Four plane-wave programs give the same pressure for one HgTe cell to within 0.20 GPa, between 4.51 and 4.71 GPa, while OpenMX, the only program with atom-centred orbitals, gives 6.64 GPa. The part that all rows share is what the PBE functional yields for a cell smaller than its own equilibrium size. The scatter of the four is as small as differences of potential and cutoff make plausible. The excess of OpenMX belongs to something that only this run has: its basis is the first suspect and its potentials are the second, but neither is tested.

Pressure of HgTe (F-43m, two-atom cell fixed at 33.22 Å³/atom) from PBE calculations without spin polarisation or spin–orbit coupling, with a 7×7×7 k mesh and Fermi–Dirac smearing of 0.05 eV. The basis column gives the plane-wave cutoff or, for OpenMX, the orbital set. Pressure is positive in compression, and the Ansatz value excludes the Pulay correction.

| program | potentials | basis | pressure (GPa) | pressure less the median of the rows (GPa) |
| --- | --- | --- | --- | --- |
| GPAW | GPAW PAW data sets (gpaw data 1.2.1) | 600 eV | 4.510 | -0.100 |
| Ansatz | Ansatz PAW | 420 eV | 4.520 | -0.090 |
| DFTK | dojo.nc.sr.pbe.v0_4_1.standard | 1088 eV | 4.610 | 0.000 |
| Quantum ESPRESSO | SSSP 1.3 efficiency PBE | 816 eV | 4.710 | 0.100 |
| OpenMX | OpenMX 2013 PBE set | standard | 6.640 | 2.030 |

The last column is each pressure less the median of the five, which is the DFTK value. The median is a point of reference and not the correct answer: all five programs replace the core by a pseudopotential or PAW data set, so an error common to them would not show.

### One electronic state in all rows

A comparison of pressures makes sense only if the runs describe the same state, and they do. Each has zero gap, with three nearly or exactly degenerate levels at the zone centre $\Gamma$ about 0.04 eV below the Fermi energy and a single level 0.5 to 0.7 eV below these three. This is the known inverted order of HgTe, in which the relativistically lowered Hg 6s level drops under the Te 5p triplet; the assignment rests on that standard picture. PBE is known to exaggerate the depth of this inversion, so the depth serves here only to compare the runs. Spin-orbit coupling is off and would split the triplet, so the absolute pressure belongs to a scalar-relativistic, static lattice and not to the real crystal.

Mesh and smearing are the same in every row. The smearing term $TS$ (electronic temperature times entropy) is 0.69 meV per cell in all five runs, and divided by the cell volume it is 0.002 GPa. Whatever error the mesh carries is thus largely shared and does not separate the rows.

### Why the pressure is positive

Pressure is the slope of the energy $E$ with cell volume $V$, $P=-\mathrm{d}E/\mathrm{d}V$. The cell is fixed with a cubic lattice constant $a=6.43$ Å, close to the measured value of roughly 6.5 Å (a rough recalled figure). PBE is known to make the bonds of heavy-element semiconductors too long, so its energy minimum lies at a larger cell, and the calculation pushes outward. A positive pressure here is a property of the functional and the chosen cell, not a fault of any program.

The Murnaghan equation turns the pressure into a length. It lets the bulk modulus grow linearly with pressure, $B=-V\,\mathrm{d}P/\mathrm{d}V=B_0+B'P$, and integration from the equilibrium volume $V_0$ gives

$$\frac{V_0}{V}=\left(1+\frac{B'P}{B_0}\right)^{1/B'},\qquad a_0=a\left(1+\frac{B'P}{B_0}\right)^{1/(3B')},$$

where $a_0$ is the lattice constant at which the pressure would vanish. With the rough recalled values $B_0\approx35$ GPa and $B'\approx5$, the DFTK and OpenMX rows give

$$a_0=6.429\,\Big(1+\tfrac{5\times4.61}{35}\Big)^{1/15}=6.429\times1.659^{1/15}=6.429\times1.034=6.65\ \text{Å},$$

$$a_0=6.429\,\Big(1+\tfrac{5\times6.64}{35}\Big)^{1/15}=6.429\times1.949^{1/15}=6.429\times1.045=6.72\ \text{Å}.$$

Neither row was used to adjust a constant; the formula is a conversion that depends on the recalled stiffness and takes it to be the same for all programs. Moving $B_0$ from 30 to 40 GPa places the plane-wave equilibrium between 3.9 % and 3.1 % above the edge of the given cell. The statement that the cell is a few per cent too small for PBE survives this range, but the second decimal of $a_0$ does not.

### What a difference between programs measures

Each run has the energy $E=E_{\rm PBE}+\delta E$, where $E_{\rm PBE}$ is the exact result for the functional and $\delta E$ the error of basis and potentials. Its pressure error follows as

$$\delta P\,V=-\frac{\mathrm{d}\,\delta E}{\mathrm{d}\ln V}.$$

A constant error in the energy, however large, leaves the pressure alone, which is why programs with entirely different energy zeros can be compared at all. Only an error that changes on compression counts. A positive $\delta P$ means that $\delta E$ rises as the atoms approach. For an incomplete basis, whose energy error is never negative, the description then gets worse on compression; an error of the potentials can have either sign.

The sizes are small in energy. OpenMX lies 2.05 GPa above the plane-wave mean, and $2.05\ \text{GPa}\times66.44\ \text{Å}^3=136\times10^{-21}$ J, which at $1.6\times10^{-19}$ J per eV is 0.85 eV per unit of $\ln V$. Relative to the plane-wave runs, its energy therefore rises by an extra 8.5 meV per two-atom cell for each per cent by which the volume is reduced. The plane-wave spread corresponds to a tenth of that.

### The four plane-wave rows

A plane-wave basis fills the cell evenly and has one control, the cutoff energy printed under basis. The sign of its error can be argued. The stress is evaluated at a fixed number of plane waves, compression shortens their wavelengths, the basis improves and $\delta E$ falls, so an incomplete set gives too low a pressure. The Pulay correction of the Ansatz run, taken off in the table, is +0.036 GPa and has the sign that this argument demands. That number holds for this one run, and it is about a sixth of the spread of 0.20 GPa.

The order of the four carries no physical message that these numbers can establish. GPAW and Ansatz differ by 0.01 GPa, which is the size of the rounding and less than the Pulay term. The pressure does not rise steadily with cutoff either, since Quantum ESPRESSO at 816 eV lies above DFTK at 1088 eV. Each cutoff goes with a different potential, so the column is not a convergence series. The cutoffs are usual working values and not converged limits, so the spread contains basis errors as well as those of the potentials. In length the whole spread amounts to about 0.1 % of $a_0$.

### The frozen core does not single out OpenMX

The programs freeze different cores, and this could in principle cause a pressure difference, because core shells respond when bonds are shortened. Mercury has 18 or 20 valence electrons (without or with the 5s shell) and tellurium 6 or 16 (without or with 4d); for GPAW and Ansatz the split is inferred from the electron totals. An additive model, a base pressure plus one increment for Hg 5s and one for Te 4d, was fitted to the four plane-wave rows. With three constants for four rows it reproduces GPAW and Quantum ESPRESSO by construction, so its increments have no physical meaning.

The rows themselves do show a scale. DFTK and Ansatz share one partition and still differ by 0.09 GPa, nearly half the spread, so differences of this order arise without any change in the electron count. Applied to OpenMX, which was not in the fit, the model gives about 4.4 GPa against 6.64 GPa. Both of the OpenMX choices occur in plane-wave rows without any excess.

GPAW is the clearest control. It shares with OpenMX the 18-electron mercury and a shallow single level, 0.555 eV under the triplet against 0.506 eV, where the 20-electron rows average 0.677 eV. Yet GPAW has the lowest pressure of the five. A straight line in this depth through the plane-wave rows misses OpenMX by about as much as the core model does. The fits and residuals stand in the output after the text.

### What is left for OpenMX

Atom-centred orbitals move with the nuclei, and the pressure error that they cause can take either sign. On compression each atom borrows more from the functions of its neighbours, $\delta E$ falls and the pressure comes out too low; this is basis superposition. Against that, orbitals of fixed shape may describe the charge less well as the four Hg–Te bonds shorten. Where the d functions are largely spent on the filled Hg 5d and Te 4d shells, few remain to polarise the valence charge towards the neighbours, so $\delta E$ can rise and the pressure come out too high.

The numbers show a positive excess, as the second effect would give. The basis of this run is s3p2d2f1, which has two radial d functions; the filled d shell largely takes up one of them, so about one is left for polarisation. The run itself reported no warning. That few d functions remain beyond the semicore shells is a caution from the data makers' tests on other systems, and it does not say how large the error is in HgTe. The lowest listed empty level at $\Gamma$, taken from the triplet, also lies 0.18 eV above the plane-wave mean, about three times the spread of 0.064 eV among those rows. A basis that is too stiff tends to push such a level up, so this is a hint in the same direction, though a different potential could shift the level too. That missing polarisation functions cause the 2 GPa remains a guess until the run is repeated with a larger basis. The OpenMX potentials themselves, used in no other row, could carry part or all of it.

This run also shows numerical noise of the kind that real-space grids produce. Symmetry demands zero force on both atoms and an exact triplet, but the force is 0.015 eV/Å and the triplet is split by 7 meV. Putting that force on one bond length in the virial gives a few hundredths of a GPa, nearly two orders of magnitude below the excess. The estimate is crude, since grid errors in stress and in force need not scale together, and a finer grid would be the test.

### Reading such a table in practice

Differentiating the Murnaghan form gives the shift in equilibrium length that a pressure error implies,

$$\frac{\delta a_0}{a_0}=\frac{\delta P}{3\,(B_0+B'P)}.$$

With $B_0+B'P\approx35+5\times4.6=58$ GPa, the plane-wave spread gives $0.20/(3\times58)\approx0.1$ %. The OpenMX excess of 45 % in pressure, relative to the plane-wave mean, shrinks to about 1 % in lattice constant.

Neighbouring cases can be read in the same way. In a larger cell near the PBE minimum the shared pressure falls towards zero while setup errors have no reason to vanish with it, so percentages of the pressure lose their meaning and differences should be quoted in GPa. In a softer crystal the same $\delta P$ means a larger error in length, in a stiffer one a smaller error.

Printed output of the fit:

```
cell: a = 6.429 A, V = 66.44 A^3, a*sqrt(3)/4 = 2.784 A; table rounding +-0.005 GPa
PW = the four runs whose basis is set by an energy cutoff
PW mean 4.588, spread 0.20 GPa (4.4 %), std 0.093 GPa
OpenMX: +2.03 from median, +2.05 GPa from PW mean (45 %, 10.3 x spread)
Ansatz - GPAW +0.01 GPa; removed Pulay term +0.036 GPa; spread / term 5.6
Murnaghan conversion, rough recalled B0 and B' = 5, same stiffness assumed for all rows:
  B0 30 GPa: PW a0 6.68 A (+3.9 % over cell), PW spread 0.13 %, OpenMX +1.19 %
  B0 35 GPa: PW a0 6.65 A (+3.4 % over cell), PW spread 0.11 %, OpenMX +1.09 %
  B0 40 GPa: PW a0 6.63 A (+3.1 % over cell), PW spread 0.11 %, OpenMX +1.01 %
pressure as -dE/dlnV and as force per bond (4 bonds per cell):
  PW mean        4.59 GPa = 1.902 eV per cell = 0.512 eV/A per bond
  PW spread      0.20 GPa = 0.083 eV per cell = 0.022 eV/A per bond
  OpenMX excess  2.05 GPa = 0.851 eV per cell = 0.229 eV/A per bond
core model on PW rows (3 constants, 4 rows): P0 4.510, Hg 5s +0.200, Te 4d -0.145 GPa
line in singlet depth on PW rows: slope 0.72 GPa/eV, r = 0.47
program           Hg Te e-  P   core resid  depth eV  line resid  empty-triplet eV
GPAW              18  6   4.51  +0.000     0.555     -0.012      4.235
Ansatz            20 16   4.52  -0.045     0.679     -0.091      4.217
DFTK              20 16   4.61  +0.045     0.686     -0.006      4.226
Quantum ESPRESSO  20  6   4.71  +0.000     0.666     +0.108      4.171
OpenMX            18 16   6.64  +2.275     0.506     +2.153      4.397
OpenMX, not fitted: core model 4.36, singlet line 4.49, table 6.64 GPa
mean singlet depth: Hg 18 e 0.531 eV, Hg 20 e 0.677 eV
empty level of OpenMX above PW mean by 0.184 eV; PW spread 0.064 eV
P against cutoff, PW rows, different potentials: +0.020 GPa/100 eV, r = 0.62
smearing: TS 0.688 to 0.693 meV, TS/V = 0.0017 GPa
OpenMX spurious force 0.0148 eV/A; crude virial F d/(3V) = 0.03 GPa; excess / this = 62
excess force per bond / spurious force = 16
worst row in both fits: OpenMX (2.28 and 2.15 GPa)
```
